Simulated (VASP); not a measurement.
# GaN (F-43m) in VASP: notebook, part 2 of 2

VASP 6.6.1. The steps go on from the part before.

### Step 3. Relaxation of cell and atoms, PBEsol

This run uses another cell than the first one, of 11.44 Å³/atom, 1.009 times its volume.

Input file INCAR:

```
ALGO     = Normal         # electronic algorithm
EDIFF    = 1E-6           # SCF threshold, eV
EDIFFG   = -0.01          # ionic threshold
ENCUT    = 600            # plane-wave cutoff, eV
GGA      = PS             # functional
IBRION   = 2              # ionic algorithm
ISIF     = 3              # what is computed and relaxed
ISMEAR   = 0              # smearing method
KPAR     = 2            
LASPH    = T              # aspherical terms in the spheres
LCHARG   = F              # write CHGCAR
LREAL    = F              # projectors in reciprocal space
LWAVE    = F              # write WAVECAR
NELM     = 80             # most SCF steps
NSW      = 90             # ionic steps
PREC     = Accurate       # precision mode
SIGMA    = 0.03           # smearing width, eV
```

Input file KPOINTS:

```
k-points
0
Gamma
  14 14 14
```

Input file POSCAR:

```
GaN
1.0
    0.0000000000      2.2535006100      2.2535006100
    2.2535006100      0.0000000000      2.2535006100
    2.2535006100      2.2535006100      0.0000000000
Ga N
1 1
Direct
    0.0000000000      0.0000000000      0.0000000000
    0.2500000000      0.2500000000      0.2500000000
```

Potentials or basis: VASP PAW PBE potentials, release 64 (Ga_d, N).

On the command line:

```console
$ cat potpaw_PBE.64/Ga_d/POTCAR potpaw_PBE.64/N/POTCAR > POTCAR
$ mpirun -np 2 vasp_std > vasp.out
```

OUTCAR:

```text
EDIFF = 1E-6
   EDIFFG = -0.01
   ENCUT = 600
   GGA = PS
   IBRION = 2
   ISIF = 3
   ISMEAR = 0
   LASPH = T
   LREAL = F
   NELM = 80
   NSW = 90
   PREC = Accurate

 ion  position               nearest neighbor table
   1  0.000  0.000  0.000-   2 1.95   2 1.95   2 1.95   2 1.95
   2  0.250  0.250  0.250-   1 1.95   1 1.95   1 1.95   1 1.95

  LATTYP: Found a face centered cubic cell.
 ALAT       =     4.5070012200

  Lattice vectors:

 A1 = (   0.0000000000,   2.2535006100,   2.2535006100)
 A2 = (   2.2535006100,   0.0000000000,   2.2535006100)
 A3 = (   2.2535006100,   2.2535006100,   0.0000000000)

Analysis of symmetry for initial positions (statically):
=====================================================================
 Subroutine PRICEL returns:
 Original cell was already a primitive cell.

 Routine SETGRP: Setting up the symmetry group for a
 face centered cubic supercell.

 Subroutine GETGRP returns: Found 24 space group operations
 (whereof 24 operations were pure point group operations)
 out of a pool of 48 trial point group operations.

The static configuration has the point symmetry T_d .

Analysis of symmetry for dynamics (positions and initial velocities):
=====================================================================
 Subroutine PRICEL returns:
 Original cell was already a primitive cell.

 Routine SETGRP: Setting up the symmetry group for a
 face centered cubic supercell.

 Subroutine GETGRP returns: Found 24 space group operations
 (whereof 24 operations were pure point group operations)
 out of a pool of 48 trial point group operations.

The dynamic configuration has the point symmetry T_d .

 Subroutine INISYM returns: Found 24 space group operations
 (whereof 24 operations are pure point group operations),
 and found     1 'primitive' translations

----------------------------------------------------------------------------------------

[... 137 lines left out ...]
  ---------------------------------------------------
  ext. energy  EPLUGINS =         0.00000000
  ---------------------------------------------------
  free energy    TOTEN  =       -13.12380297 eV

  energy without entropy =      -13.12380297  energy(sigma->0) =      -13.12380297

------------------------ aborting loop because EDIFF is reached ----------------------------------------

  FORCE on cell =-STRESS in cart. coord.  units (eV):
  Direction    XX          YY          ZZ          XY          YZ          ZX
  --------------------------------------------------------------------------------------
  -------------------------------------------------------------------------------------
  Total       -0.2145649     -0.2145649     -0.2145649     -0.0000000     -0.0000000     -0.0000000
  in kB      -15.0198750    -15.0198750    -15.0198750     -0.0000000     -0.0000000     -0.0000000
  external PRESSURE =     -15.0198750 kB  Pullay stress =       0.0000000 kB
[... 131 lines left out ...]
--------------------------------------- Ionic step        5  -------------------------------------------

 number of electron      18.0000004 magnetization

 Free energy of the ion-electron system (eV)
  ---------------------------------------------------
  ext. energy  EPLUGINS =         0.00000000
  ---------------------------------------------------
  free energy    TOTEN  =       -13.12464052 eV

  energy without entropy =      -13.12464052  energy(sigma->0) =      -13.12464052

 E-fermi :   5.4394     XC(G=0): -11.9480

 val. band max:        5.2426118430   @ k =   0.0000   0.0000   0.0000
 cond. band min:       6.9803946991   @ k =   0.0000   0.0000   0.0000
 fundamental gap:      1.7377828560
 Fermi energy:         5.4394119071

 k-point     1 :       0.0000    0.0000    0.0000
  band No.  band energies     occupation
      1     -10.7638      2.00000
      2      -8.1687      2.00000
      3      -8.1687      2.00000
      4      -8.1687      2.00000
      5      -7.8347      2.00000
      6      -7.8347      2.00000
      7       5.2426      2.00000
      8       5.2426      2.00000
      9       5.2426      2.00000
     10       6.9804      0.00000
     11      15.4989      0.00000
     12      15.4989      0.00000
     13      15.4989      0.00000
[... 354 lines left out ...]
  band No.  band energies     occupation
      1     -10.0938      2.00000
      2      -8.0859      2.00000
      3      -8.0607      2.00000
      4      -7.9328      2.00000
      5      -7.8031      2.00000
      6      -7.6985      2.00000
      7       1.5094      2.00000
      8       4.0949      2.00000
      9       4.1303      2.00000
     10       9.8856      0.00000
     11      13.2998      0.00000
     12      15.6585      0.00000
     13      16.6009      0.00000

 [... further k-points ...]

------------------------ aborting loop because EDIFF is reached ----------------------------------------

  FORCE on cell =-STRESS in cart. coord.  units (eV):
  Direction    XX          YY          ZZ          XY          YZ          ZX
  --------------------------------------------------------------------------------------
  -------------------------------------------------------------------------------------
  Total        0.0127432      0.0127432      0.0127432     -0.0000000      0.0000000     -0.0000000
  in kB        0.8996926      0.8996926      0.8996926     -0.0000000      0.0000000     -0.0000000
  external PRESSURE =       0.8996926 kB  Pullay stress =       0.0000000 kB
[... 17 lines left out ...]
  FREE ENERGIE OF THE ION-ELECTRON SYSTEM (eV)
  ---------------------------------------------------
  free  energy   TOTEN  =       -13.1246405217 eV

  energy  without entropy=      -13.1246405217  energy(sigma->0) =      -13.12464052

 reached required accuracy - stopping structural energy minimisation
```

CONTCAR:

```text
GaN
   1.00000000000000
    -0.0000000000000000    2.2470932280998048    2.2470932280998048
     2.2470932280998048   -0.0000000000000000    2.2470932280998048
     2.2470932280998048    2.2470932280998048   -0.0000000000000000
  Ga              N
     1     1
Direct
     0.0000000000000000    0.0000000000000000    0.0000000000000000
     0.2500000000000000    0.2500000000000000    0.2500000000000000

  0.00000000E+00  0.00000000E+00  0.00000000E+00
  0.00000000E+00  0.00000000E+00  0.00000000E+00
```

It took 26 s on 2 MPI ranks of AMD EPYC 9R45 (Zen 5), shared host; peak memory 0.16 GiB.

Results:

```
Free energy                            : -13.1246 eV
Relaxed volume                         : 11.35 Å³/atom
Relaxed cell                           : a = 3.178 Å, b = 3.178 Å, c = 3.178 Å, α = 60.00°, β = 60.00°, γ = 60.00°
Space group after relaxing (to 0.05 Å) : F-43m (No. 216)
Energy gained by relaxing              : 0.4 meV/atom
Ionic steps                            : 5
Pressure after relaxing                : 0.1 GPa
Band gap on the k mesh                 : 1.74 eV, direct
```

The path:
```csv
step,energy change (eV),largest force (eV/Å),pressure (GPa),volume (Å³)
1,0.0000,0.0000,-1.50,22.89
2,-0.0001,0.0000,1.75,22.53
3,-0.0008,0.0000,-0.16,22.70
4,-0.0008,0.0000,0.19,22.69
5,-0.0008,0.0000,0.09,22.69
```

Final structure:
```
CELL_PARAMETERS angstrom
0.00000 2.24709 2.24709
2.24709 0.00000 2.24709
2.24709 2.24709 0.00000
ATOMIC_POSITIONS crystal
Ga 0.00000 0.00000 0.00000
N 0.25000 0.25000 0.25000
```

Caveat: the PAW data sets were made with another functional, which shifts forces and pressure a little.
